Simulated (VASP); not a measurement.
# KI (Pm-3m) in VASP: a series of runs, part 2 of 2

VASP 6.6.1. Earlier steps stand in the parts before.

## 4. Density of states, TB-mBJ

Contents of KI.cif:

```cif
data_KI
_cell_length_a 4.29119666
_cell_length_b 4.29119666
_cell_length_c 4.29119666
_cell_angle_alpha 90.00000000
_cell_angle_beta 90.00000000
_cell_angle_gamma 90.00000000
_space_group_name_H-M_alt 'Pm-3m'
_space_group_name_Hall '-P 4 2 3'
_space_group_IT_number 221
loop_
_space_group_symop_operation_xyz
'x,y,z'
'-x,-y,-z'
'-y,x,z'
'y,-x,-z'
'-x,-y,z'
'x,y,-z'
'y,-x,z'
'-y,x,-z'
'x,-y,-z'
'-x,y,z'
'-y,-x,-z'
'y,x,z'
'-x,y,-z'
'x,-y,z'
'y,x,-z'
'-y,-x,z'
'z,x,y'
'-z,-x,-y'
'z,-y,x'
'-z,y,-x'
'z,-x,-y'
'-z,x,y'
'z,y,-x'
'-z,-y,x'
'-z,x,-y'
'z,-x,y'
'-z,-y,-x'
'z,y,x'
'-z,-x,y'
'z,x,-y'
'-z,y,x'
'z,-y,-x'
'y,z,x'
'-y,-z,-x'
'x,z,-y'
'-x,-z,y'
'-y,z,-x'
'y,-z,x'
'-x,z,y'
'x,-z,-y'
'-y,-z,x'
'y,z,-x'
'-x,-z,-y'
'x,z,y'
'y,-z,-x'
'-y,z,x'
'x,-z,y'
'-x,z,-y'
loop_
_atom_site_label
_atom_site_type_symbol
_atom_site_symmetry_multiplicity
_atom_site_Wyckoff_symbol
_atom_site_fract_x
_atom_site_fract_y
_atom_site_fract_z
_atom_site_occupancy
I1 I 1 b 0.5000000000 0.5000000000 0.5000000000 1
K1 K 1 a 0.0000000000 0.0000000000 0.0000000000 1
```

Contents of POSCAR:

```
I  K 
 1.0000000000000000
     4.2911966599999998    0.0000000000000000    0.0000000000000000
     0.0000000000000000    4.2911966599999998    0.0000000000000000
     0.0000000000000000    0.0000000000000000    4.2911966599999998
 I   K  
   1   1
Cartesian
  2.1455983299999999  2.1455983299999999  2.1455983299999999
  0.0000000000000000  0.0000000000000000  0.0000000000000000
```

Contents of INCAR.step1:

```
SYSTEM = KI
PREC     = Accurate       ! precision mode
ENCUT    = 600            ! plane-wave cutoff, eV
EDIFF    = 1E-5           ! SCF threshold, eV
ISMEAR   = 0              ! smearing method
SIGMA    = 0.05           ! smearing width, eV
LREAL    = .FALSE.        ! projectors in reciprocal space
LASPH    = .TRUE.         ! aspherical terms in the spheres
NELM     = 60             ! most SCF steps
ALGO     = Normal         ! electronic algorithm
ISIF     = 2              ! what is computed and relaxed
LWAVE    = .TRUE.         ! write WAVECAR
LCHARG   = .FALSE.        ! write CHGCAR
GGA      = PE             ! functional
```

Contents of INCAR.step2:

```
SYSTEM = KI
PREC     = Accurate       ! precision mode
ENCUT    = 600            ! plane-wave cutoff, eV
EDIFF    = 1E-6           ! SCF threshold, eV
ISMEAR   = -5             ! smearing method
SIGMA    = 0.05           ! smearing width, eV
LREAL    = .FALSE.        ! projectors in reciprocal space
LASPH    = .TRUE.         ! aspherical terms in the spheres
NELM     = 60             ! most SCF steps
ALGO     = Normal         ! electronic algorithm
ISIF     = 2              ! what is computed and relaxed
LWAVE    = .FALSE.        ! write WAVECAR
LCHARG   = .FALSE.        ! write CHGCAR
METAGGA  = MBJ            ! meta-GGA
LORBIT   = 10             ! projections on sites
ISTART   = 1            
NEDOS    = 2001           ! points of the DOS
```

Contents of KPOINTS:

```
Automatic mesh
0
G
  6 6 6
  0 0 0
```

Potentials or basis: VASP PAW PBE potentials, release 64 (I_GW, K_sv_GW).

Run with:

```
$ ase convert -i cif -o vasp KI.cif POSCAR
$ cat potpaw_PBE.64/I_GW/POTCAR potpaw_PBE.64/K_sv_GW/POTCAR > POTCAR
$ cp INCAR.step1 INCAR
$ mpirun -np 1 vasp_std > vasp.out
$ cp INCAR.step2 INCAR
$ mpirun -np 1 vasp_std > vasp.out
```

It took 3.2 min on 1 thread of AMD EPYC 7R43 (Zen 3), shared host; peak memory 0.19 GiB.

The run converged. Its results:

| Item | Value |
| --- | --- |
| Band gap on the k mesh | 5.22 eV, indirect (least direct gap 5.48 eV) |
| Valence electrons inside the program's atomic spheres | I 4.98; K 8.32 |

Levels at points of the mesh, in eV from the valence-band top:
| k point | band 5 | band 6 | band 7 | band 8 | band 9 | band 10 | band 11 | band 12 |
| --- | --- | --- | --- | --- | --- | --- | --- | --- |
| (0.00, 0.00, 0.00) | -10.85 | -0.30 | -0.30 | -0.30 | 5.22 | 6.03 | 6.03 | 9.01 |
| (0.50, 0.00, 0.00) | -10.60 | -1.91 | -0.23 | -0.23 | 6.95 | 7.72 | 7.75 | 8.68 |
| (0.50, 0.50, 0.00) | -10.52 | -1.50 | -1.50 | 0.00 | 5.48 | 6.75 | 7.64 | 7.64 |
| (0.50, 0.50, 0.50) | -10.35 | -1.45 | -1.45 | -1.45 | 6.95 | 6.95 | 6.95 | 9.55 |

States per cell in windows of 0.5 eV (zero at the valence-band top; states under -8 eV left out):
```csv
from (eV),total,I1_p,K2_d,K2_s,I1_d,I1_s,K2_p
-8.0,0.00,0.00,0.00,0.00,0.00,0.00,0.00
-7.5,0.00,0.00,0.00,0.00,0.00,0.00,0.00
-7.0,0.00,0.00,0.00,0.00,0.00,0.00,0.00
-6.5,0.00,0.00,0.00,0.00,0.00,0.00,0.00
-6.0,0.00,0.00,0.00,0.00,0.00,0.00,0.00
-5.5,0.00,0.00,0.00,0.00,0.00,0.00,0.00
-5.0,0.00,0.00,0.00,0.00,0.00,0.00,0.00
-4.5,0.00,0.00,0.00,0.00,0.00,0.00,0.00
-4.0,0.00,0.00,0.00,0.00,0.00,0.00,0.00
-3.5,0.00,0.00,0.00,0.00,0.00,0.00,0.00
-3.0,0.00,0.00,0.00,0.00,0.00,0.00,0.00
-2.5,0.00,0.00,0.00,0.00,0.00,0.00,0.00
-2.0,0.90,0.45,0.00,0.04,0.00,0.00,0.00
-1.5,1.90,1.00,0.01,0.03,0.00,0.00,0.01
-1.0,1.58,0.91,0.01,0.01,0.00,0.00,0.01
-0.5,1.60,0.99,0.01,0.00,0.00,0.00,0.00
0.0,0.00,0.00,0.00,0.00,0.00,0.00,0.00
0.5,0.00,0.00,0.00,0.00,0.00,0.00,0.00
1.0,0.00,0.00,0.00,0.00,0.00,0.00,0.00
1.5,0.00,0.00,0.00,0.00,0.00,0.00,0.00
2.0,0.00,0.00,0.00,0.00,0.00,0.00,0.00
2.5,0.00,0.00,0.00,0.00,0.00,0.00,0.00
3.0,0.00,0.00,0.00,0.00,0.00,0.00,0.00
3.5,0.00,0.00,0.00,0.00,0.00,0.00,0.00
4.0,0.00,0.00,0.00,0.00,0.00,0.00,0.00
4.5,0.00,0.00,0.00,0.00,0.00,0.00,0.00
5.0,0.00,0.00,0.00,0.00,0.00,0.00,0.00
5.5,0.17,0.00,0.01,0.10,0.01,0.01,0.00
6.0,0.79,0.02,0.08,0.39,0.05,0.03,0.01
6.5,1.56,0.05,0.22,0.52,0.10,0.06,0.01
7.0,2.08,0.04,0.49,0.10,0.16,0.03,0.03
7.5,1.61,0.05,0.49,0.06,0.12,0.03,0.01
```

Caveat: the PAW data sets were made with another functional, which shifts forces and pressure a little; spin-orbit coupling is left out, which moves the levels of the heavy elements.

## 5. The reference run

An earlier run on the cell as given: functional PBE; potentials or basis VASP PAW PBE potentials, release 64 (I, K_sv); cutoff 520 eV; k mesh 6 × 6 × 6; occupations fermi-dirac, width 0.05 eV; no spin polarisation.

* Pressure: 0.5 GPa
* Band gap on the k mesh: 3.33 eV, indirect (least direct gap 3.69 eV)

## 6. The runs side by side

```csv
task,level,potentials or basis,k mesh,cutoff (eV),smearing,grid for exact exchange (PRECFOCK),exchange at q = 0,gap on the mesh (eV),pressure (GPa)
band structure,PBEsol,"VASP PAW PBE potentials, release 64 (I, K_sv)",6 × 6 × 6,520,fermi-dirac 0.1 eV,-,-,-,-
optical spectrum,TPSSh+D3,"VASP PAW PBE potentials, release 64 (I, K_sv)",4 × 4 × 4,520,fermi-dirac 0.05 eV,Fast,truncated,4.29,0.6
density of states,TB-mBJ,"VASP PAW PBE potentials, release 64 (I_GW, K_sv_GW)",6 × 6 × 6,600,tetrahedron,-,-,5.22,-
single point,PBE,"VASP PAW PBE potentials, release 64 (I, K_sv)",6 × 6 × 6,520,fermi-dirac 0.05 eV,-,-,3.33,0.5
```

Alike in all rows: no spin polarisation; cell as given.

Caveats: spin-orbit coupling is left out, which moves the levels of the heavy elements; the PAW data sets were made with another functional, which shifts forces and pressure a little (some runs); spectra need much finer meshes, so this one isn't converged (some runs); independent-particle spectra lack excitons (some runs).

Total energies depend on the potentials used, so only differences within one code and one set of settings carry meaning.
